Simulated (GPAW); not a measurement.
The system is AgCl (Chlorargyrite).

```xyz
2
Lattice="0.0000 2.7350 2.7350 2.7350 0.0000 2.7350 2.7350 2.7350 0.0000" Properties=species:S:1:pos:R:3 pbc="T T T"
Ag    0.0000    0.0000    0.0000
Cl    2.7350    2.7350    2.7350
```

Base run:

- Program: GPAW 26.7.0
- Functional: PBEsol
- Potentials or basis: PAW data sets generated in the run's folder for this functional
- Cutoff: 600 eV
- Basis: pw
- k mesh: 8 × 8 × 8
- Occupations: fermi-dirac, width 0.05 eV
- Spin: no spin polarisation
- Hubbard terms: Ag d U = 2 eV

Its results: band gap on the k mesh 1.14 eV, indirect (least direct gap 3.32 eV); pressure -0.2 GPa.

Problem. The run is repeated on the same cell with these changes: hubbard terms from Ag d U = 2 eV to Ag d U = 1 eV. What comes out?

Solution. Band gap on the k mesh 0.93 eV, indirect (least direct gap 3.28 eV); pressure -0.4 GPa.

Not every run made on this cell is shown here.
